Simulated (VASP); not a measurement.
# Be (P6_3/mmc) in VASP: settings compared

Aim: see how the results for Be move with the level of theory and the settings. Levels: r2SCAN, LDA. Tasks: relaxation of cell and atoms.

All numbers are computed with VASP 6.6.1; they aren't measurements. Logs are shortened: lines on timing, memory, paths and dates and some standing lists are left out, and cuts for length are marked.

## 1. Starting point

Symmetry: P6_3/mmc, No. 194, hexagonal system. The conventional cell has a = 2.285 Å, b = 2.285 Å, c = 3.584 Å, α = 90.00°, β = 90.00°, γ = 120.00°. Be (site symmetry -6m2) has 12 Be at 2.23 to 2.29 Å as nearest neighbours.

## 2. Relaxation of cell and atoms, r2SCAN, target pressure 47.9 GPa, at which the enthalpy is minimised

Contents of INCAR:

```
SYSTEM = Be
PREC     = Accurate       ! precision mode
ENCUT    = 600            ! plane-wave cutoff, eV
EDIFF    = 1E-6           ! SCF threshold, eV
ISMEAR   = 1              ! smearing method
SIGMA    = 0.1            ! smearing width, eV
LREAL    = .FALSE.        ! projectors in reciprocal space
LASPH    = .TRUE.         ! aspherical terms in the spheres
NELM     = 80             ! most SCF steps
ALGO     = Normal         ! electronic algorithm
ISIF     = 3              ! what is computed and relaxed
LWAVE    = .FALSE.        ! write WAVECAR
LCHARG   = .FALSE.        ! write CHGCAR
METAGGA  = R2SCAN         ! meta-GGA
LMIXTAU  = .TRUE.       
IBRION   = 2              ! ionic algorithm
NSW      = 90             ! ionic steps
EDIFFG   = -0.01          ! ionic threshold
PSTRESS  = 479.0
```

Contents of KPOINTS:

```
regular mesh
0
G
  18 18 10
  0 0 0
```

Contents of POSCAR:

```
Be
1.0
    2.2853000000      0.0000000000      0.0000000000
   -1.1426500000      1.9791278553      0.0000000000
    0.0000000000      0.0000000000      3.5842000000
Be
2
Direct
    0.3333333333      0.6666666667      0.2500000000
    0.6666666667      0.3333333333      0.7500000000
```

Potentials or basis: VASP PAW PBE potentials, release 64 (Be).

Launch:

```
cat potpaw_PBE.64/Be/POTCAR > POTCAR
mpirun -np 1 vasp_std > vasp.out
```

OUTCAR:

```text
SYSTEM = Be
   PREC = Accurate
   ENCUT = 600
   EDIFF = 1E-6
   ISMEAR = 1
   LREAL = .FALSE.
   LASPH = .TRUE.
   NELM = 80
   ISIF = 3
   METAGGA = R2SCAN
   IBRION = 2
   NSW = 90
   EDIFFG = -0.01
   PSTRESS = 479.0

 ion  position               nearest neighbor table
   1  0.333  0.667  0.250-   2 2.23   2 2.23   2 2.23   2 2.23   2 2.23   2 2.23
   2  0.667  0.333  0.750-   1 2.23   1 2.23   1 2.23   1 2.23   1 2.23   1 2.23

  LATTYP: Found a hexagonal cell.
 ALAT       =     2.2853000000
 C/A-ratio  =     1.5683717674

  Lattice vectors:

 A1 = (   2.2853000000,   0.0000000000,   0.0000000000)
 A2 = (  -1.1426500000,   1.9791278553,   0.0000000000)
 A3 = (   0.0000000000,   0.0000000000,   3.5842000000)

Analysis of symmetry for initial positions (statically):
=====================================================================
 Subroutine PRICEL returns:
 Original cell was already a primitive cell.

 Routine SETGRP: Setting up the symmetry group for a
 hexagonal supercell.

 Subroutine GETGRP returns: Found 24 space group operations
 (whereof 12 operations were pure point group operations)
 out of a pool of 24 trial point group operations.

The static configuration has the point symmetry D_3d.
 The point group associated with its full space group is D_6h.

Analysis of symmetry for dynamics (positions and initial velocities):
=====================================================================
 Subroutine PRICEL returns:
 Original cell was already a primitive cell.

 Routine SETGRP: Setting up the symmetry group for a
 hexagonal supercell.

 Subroutine GETGRP returns: Found 24 space group operations
 (whereof 12 operations were pure point group operations)
 out of a pool of 24 trial point group operations.

The dynamic configuration has the point symmetry D_3d.
 The point group associated with its full space group is D_6h.

 Subroutine INISYM returns: Found 24 space group operations
 (whereof 12 operations are pure point group operations),
 and found     1 'primitive' translations

----------------------------------------------------------------------------------------

                                     Primitive cell

  volume of cell :      16.2110

  direct lattice vectors                    reciprocal lattice vectors
     2.285300000  0.000000000  0.000000000     0.437579311  0.252636533  0.000000000
    -1.142650000  1.979127855  0.000000000     0.000000000  0.505273066  0.000000000
     0.000000000  0.000000000  3.584200000     0.000000000  0.000000000  0.279002288

  length of vectors
     2.285300000  2.285300000  3.584200000     0.505273066  0.505273066  0.279002288

  position of ions in fractional coordinates (direct lattice)
     0.333333333  0.666666667  0.250000000
     0.666666667  0.333333333  0.750000000

  ion indices of the primitive-cell ions
   primitive index   ion index
                 1           1
                 2           2

----------------------------------------------------------------------------------------

 KPOINTS: regular mesh

Automatic generation of k-mesh.
 Grid dimensions read from file:
 generate k-points for:   18   18   10

 Generating k-lattice:

  Cartesian coordinates                     Fractional coordinates (reciprocal lattice)
     0.024309962  0.014035363  0.000000000     0.055555556 -0.000000000  0.000000000
     0.000000000  0.028070726  0.000000000     0.000000000  0.055555556  0.000000000
     0.000000000  0.000000000  0.027900229     0.000000000  0.000000000  0.100000000

  Length of vectors
     0.028070726  0.028070726  0.027900229

  Shift w.r.t. Gamma in fractional coordinates (k-lattice)
     0.000000000  0.000000000  0.000000000

 Subroutine IBZKPT returns following result:
 ===========================================

 Found    222 irreducible k-points:

 Following reciprocal coordinates:
            Coordinates               Weight
  0.000000  0.000000  0.000000      1.000000
  0.055556  0.000000  0.000000      6.000000
  0.111111  0.000000  0.000000      6.000000
  0.166667  0.000000  0.000000      6.000000
  0.222222  0.000000  0.000000      6.000000
  0.277778  0.000000  0.000000      6.000000
[... 16 lines left out ...]
  0.333333  0.111111  0.000000     12.000000
  0.388889  0.111111  0.000000     12.000000
 [... further k-points ...]
   k-points           NKPTS =    222   k-points in BZ     NKDIM =    222   number of bands    NBANDS=      6
   number of dos      NEDOS =    301   number of ions     NIONS =      2
   total plane-waves  NPLWV =   9720
   dimension x,y,z NGX =    18 NGY =   18 NGZ =   30
   dimension x,y,z NGXF=    36 NGYF=   36 NGZF=   60
   ions per type =               2
   NGX,Y,Z   is equivalent  to a cutoff of  13.09, 13.09, 13.91 a.u.
   NGXF,Y,Z  is equivalent  to a cutoff of  26.19, 26.19, 27.83 a.u.
 SYSTEM =  Be
   PREC   = accura    normal or accurate (medium, high low for compatibility)
   ISTART =      0    job   : 0-new  1-cont  2-samecut
   ICHARG =      2    charge: 1-file 2-atom 10-const
   ISPIN  =      1    spin polarized calculation?
   LNONCOLLINEAR =      F non collinear calculations
   LSORBIT =      F    spin-orbit coupling
   LASPH  =      T    aspherical Exc in radial PAW
   ENCUT  =  600.0 eV  44.10 Ry    6.64 a.u.   4.56  4.56  7.16*2*pi/ulx,y,z
   NELM   =     80;   NELMIN=  2; NELMDL= -5     # of ELM steps
   EDIFF  = 0.1E-05   stopping-criterion for ELM
   LREAL  =      F    real-space projection
   EDIFFG = -.1E-01   stopping-criterion for IOM
   NSW    =     90    number of steps for IOM
   IBRION =      2    ionic relax: 0-MD 1-quasi-New 2-CG
   NFREE  =      1    steps in history (QN), initial steepest desc. (CG)
   ISIF   =      3    stress and relaxation
   ISYM   =      2    0-nonsym 1-usesym 2-fastsym
   POTIM  = 0.5000    time-step for ionic-motion
   TEBEG  =    0.0;   TEEND  =   0.0 temperature during run
   PSTRESS=  479.0 pullay stress
   NELECT =       4.0000    total number of electrons
   NUPDOWN=      -1.0000    fix difference up-down
   EMIN   =  10.00;   EMAX   =-10.00  energy-range for DOS
   EFERMI =   0.00;   METHOD = LEGACY
   ISMEAR =     1;   SIGMA  =   0.10  broadening in eV -4-tet -1-fermi 0-gaus
   EFERMI_NEDOS =   21; number of points for ismear=-14 and -15
   IALGO  =     38    algorithm
   IMIX   =      4    mixing-type and parameters
     AMIX     =   0.40;   BMIX     =  1.00
     AMIX_MAG =   1.60;   BMIX_MAG =  1.00
  volume/ion in A,a.u.               =       8.11        54.70
  Fermi-wavevector in a.u.,A,eV,Ry     =   1.026814  1.940397 14.345258  1.054347
  Thomas-Fermi vector in A             =   2.160726
   LORBIT       =      0    0 simple, 1 ext, 2 COOP (PROOUT), +10 PAW based schemes
   METAGGA = R2SCAN    functional components
   LHFCALC =     F    Hartree Fock is set to
   AEXX    =    0.0000 exact exchange contribution
   IVDW    =     0    specifies the selected vdW correction
   LEPSILON=     F    determine dielectric tensor
   LRPA    =     F    only Hartree local field effects (RPA)
 conjugate gradient relaxation of ions
 non-spin polarized calculation
 Methfessel and Paxton  Order N= 1 SIGMA  =   0.10
  energy-cutoff  :      600.00
  volume of cell :       16.21
 maximum number of plane-waves:       555
   NGX =  9   NGY =  9   NGZ = 15

--------------------------------------- Ionic step        1  -------------------------------------------

 number of electron       4.0000000 magnetization

 Free energy of the ion-electron system (eV)
  ---------------------------------------------------
  ext. energy  EPLUGINS =         0.00000000
  ---------------------------------------------------
  free energy    TOTEN  =        -8.67273008 eV

  energy without entropy =       -8.67263734  energy(sigma->0) =       -8.67269916

------------------------ aborting loop because EDIFF is reached ----------------------------------------

  FORCE on cell =-STRESS in cart. coord.  units (eV):
  Direction    XX          YY          ZZ          XY          YZ          ZX
  --------------------------------------------------------------------------------------
  -------------------------------------------------------------------------------------
  Total       -0.3930587     -0.3930587     -0.0576799      0.0000000      0.0000000      0.0000000
  in kB      -38.8471108    -38.8471108     -5.7006699      0.0000000      0.0000000      0.0000000
  external PRESSURE =    -506.7982971 kB  Pullay stress =     479.0000000 kB
[... 23 lines left out ...]
  enthalpy is  TOTEN    =        -3.8261628910 eV   P V=        4.8465671851

--------------------------------------- Ionic step        2  -------------------------------------------

 number of electron       4.0000000 magnetization

 E-fermi :  10.6832     XC(G=0): -12.6438

 val. band max:       10.6687712108   @ k =   0.3333   0.2778   0.3000
 cond. band min:      10.6943097578   @ k =   0.3333   0.3333   0.5000
 fundamental gap:      0.0255385470
 Fermi energy:        10.6832088973

 k-point     1 :       0.0000    0.0000    0.0000
  band No.  band energies     occupation
      1      -3.8267      2.00000
      2       4.1898      2.00000
      3      13.1258      0.00000
      4      33.5634      0.00000
      5      33.5634      0.00000
      6      37.3705      0.00000

 k-point     2 :       0.0556    0.0000    0.0000
  band No.  band energies     occupation
      1      -3.7204      2.00000
      2       4.3493      2.00000
      3      13.1204      0.00000
      4      32.4410      0.00000
      5      32.6524      0.00000
      6      37.4667      0.00000
[... 423 lines left out ...]
  enthalpy is  TOTEN    =        -4.5640576540 eV   P V=        3.6655249562

--------------------------------------- Ionic step        8  -------------------------------------------

 number of electron       4.0000000 magnetization

 Free energy of the ion-electron system (eV)
  ---------------------------------------------------
  ext. energy  EPLUGINS =         0.00000000
  ---------------------------------------------------
  free energy    TOTEN  =        -8.23553318 eV

  energy without entropy =       -8.23531788  energy(sigma->0) =       -8.23546141

 E-fermi :   9.5715     XC(G=0): -12.1813

 val. band max:        9.5637342961   @ k =   0.3333   0.2778   0.3000
 cond. band min:       9.5848855740   @ k =   0.3333   0.3333   0.5000
 fundamental gap:      0.0211512779
 Fermi energy:         9.5714815816

 k-point     1 :       0.0000    0.0000    0.0000
  band No.  band energies     occupation
      1      -4.3355      2.00000
      2       3.4468      2.00000
      3      11.1983     -0.00000
      4      30.6544      0.00000
      5      30.6544      0.00000
      6      34.1445      0.00000

 k-point     2 :       0.0556    0.0000    0.0000
  band No.  band energies     occupation
      1      -4.2311      2.00000
      2       3.5949      2.00000
      3      11.2105     -0.00000
      4      29.6176      0.00000
      5      29.8380      0.00000
      6      34.1950      0.00000
[... 227 lines left out ...]
  FREE ENERGIE OF THE ION-ELECTRON SYSTEM (eV)
  ---------------------------------------------------
  free  energy   TOTEN  =        -8.2355331784 eV

  energy  without entropy=       -8.2353178758  energy(sigma->0) =       -8.23546141

  enthalpy is  TOTEN    =        -4.5640849660 eV   P V=        3.6714482125

 reached required accuracy - stopping structural energy minimisation
```

It took 4.1 min on 1 thread of Intel Xeon 6975P-C (Granite Rapids), shared host; peak memory 0.15 GiB.

Results:

```yaml
Free_energy: -8.2355 eV
Relaxed_volume: 6.14 Å³/atom
Relaxed_cell: a = 2.071 Å, b = 2.071 Å, c = 3.305 Å, α = 90.00°, β = 90.00°, γ = 120.00°
Space_group_after_relaxing_to_0.05_Å: P6_3/mmc (No. 194)
Energy_change_on_relaxing_the_enthalpy_is_what_falls: +218.6 meV/atom
Ionic_steps: 8
Pressure_after_relaxing: 48.0 GPa
Band_gap_on_the_k_mesh: none (metal or under the smearing width)
```

Step by step:
| step | energy change (eV) | largest force (eV/Å) | pressure (GPa) | volume (Å³) |
| --- | --- | --- | --- | --- |
| 1 | 0.0000 | 0.0000 | -2.78 | 16.21 |
| 2 | 0.9984 | 0.0000 | 85.59 | 10.91 |
| 3 | 0.4385 | 0.0000 | 48.08 | 12.28 |
| 4 | 0.4175 | 0.0000 | 46.54 | 12.35 |
| 5 | 0.4176 | 0.0000 | 46.51 | 12.35 |
| 6 | 0.4172 | 0.0000 | 46.51 | 12.35 |
| 7 | 0.4431 | 0.0000 | 48.41 | 12.26 |
| 8 | 0.4372 | 0.0000 | 47.98 | 12.28 |

Final structure:
```xyz
2
Lattice="2.0714 0.0000 0.0000 -1.0357 1.7939 0.0000 0.0000 0.0000 3.3047" Properties=species:S:1:pos:R:3 pbc="T T T"
Be    0.0000    1.1959    0.8262
Be    1.0357    0.5980    2.4786
```

Levels at points of the mesh, in eV from the Fermi level:
| k point | band 1 | band 2 | band 3 | band 4 | band 5 |
| --- | --- | --- | --- | --- | --- |
| (0.00, 0.00, 0.00) | -13.91 | -6.12 | 1.63 | 21.08 | 21.08 |
| (0.50, 0.00, 0.00) | -6.58 | -3.75 | 4.40 | 7.51 | 8.79 |
| (0.00, 0.00, 0.50) | -11.42 | -11.42 | 13.10 | 13.10 | 23.23 |
| (0.50, 0.00, 0.50) | -4.88 | -4.88 | 2.33 | 2.33 | 15.57 |

Caveat: the cell is relaxed towards a set pressure, so the enthalpy falls and the energy may rise; the volume moved by over 15 % at a fixed basis, so the end points are rough; the PAW data sets were made with another functional, which shifts forces and pressure a little.

## 3. Relaxation of cell and atoms, r2SCAN, target pressure 47.9 GPa, at which the enthalpy is minimised

This run uses another cell than the first one, of 6.14 Å³/atom, 0.758 times its volume.

Edit INCAR of step 2 so:

```diff
@@ -3,3 +3,3 @@
 ENCUT    = 600            ! plane-wave cutoff, eV
-EDIFF    = 1E-6           ! SCF threshold, eV
+EDIFF    = 1E-7           ! SCF threshold, eV
 ISMEAR   = 1              ! smearing method
@@ -17,3 +17,3 @@
 NSW      = 90             ! ionic steps
-EDIFFG   = -0.01          ! ionic threshold
+EDIFFG   = -0.005         ! ionic threshold
 PSTRESS  = 479.0
```

KPOINTS is that of step 2.

Contents of POSCAR:

```
Be                                      
1.0
    2.0714371130      0.0000000000      0.0000000000
   -1.0357185565      1.7939171622     -0.0000000000
    0.0000000000      0.0000000000      3.3047479197
  Be            
     2
Direct
     0.3333333332999970    0.6666666667000030    0.2500000000000000
     0.6666666667000030    0.3333333332999970    0.7500000000000000
```

Potentials or basis: VASP PAW PBE potentials, release 64 (Be).

Launch:

```
cat potpaw_PBE.64/Be/POTCAR > POTCAR
mpirun -np 1 vasp_std > vasp.out
```

Run time: 67 s. Hardware: 1 thread of Intel Xeon 6975P-C (Granite Rapids), shared host; peak memory 0.13 GiB.

The run converged. Its results:

```yaml
Free_energy: -8.2375 eV
Relaxed_volume: 6.14 Å³/atom
Relaxed_cell: a = 2.072 Å, b = 2.072 Å, c = 3.306 Å, α = 90.00°, β = 90.00°, γ = 120.00°
Space_group_after_relaxing_to_0.05_Å: P6_3/mmc (No. 194)
Energy_change_on_relaxing_the_enthalpy_is_what_falls: -1.4 meV/atom
Ionic_steps: 2
Pressure_after_relaxing: 47.8 GPa
Band_gap_on_the_k_mesh: none (metal or under the smearing width)
```

The path:
```csv
step,energy change (eV),largest force (eV/Å),pressure (GPa),volume (Å³)
1,0.0000,0.0000,48.03,12.28
2,-0.0027,0.0000,47.83,12.29
```

Final structure:
```
Be
1.0
     2.07193    0.00000    0.00000
    -1.03597    1.79435    0.00000
     0.00000    0.00000    3.30563
Be
2
Direct
  0.33333 0.66667 0.25000
  0.66667 0.33333 0.75000
```

Levels at points of the mesh, in eV from the Fermi level:
| k point | band 1 | band 2 | band 3 | band 4 | band 5 |
| --- | --- | --- | --- | --- | --- |
| (0.00, 0.00, 0.00) | -13.90 | -6.12 | 1.62 | 21.07 | 21.07 |
| (0.50, 0.00, 0.00) | -6.58 | -3.75 | 4.39 | 7.51 | 8.78 |
| (0.00, 0.00, 0.50) | -11.41 | -11.41 | 13.09 | 13.09 | 23.22 |
| (0.50, 0.00, 0.50) | -4.87 | -4.87 | 2.32 | 2.32 | 15.57 |

Caveat: the cell is relaxed towards a set pressure, so the enthalpy falls and the energy may rise; the PAW data sets were made with another functional, which shifts forces and pressure a little.

(Continued in part 2 of 2.)
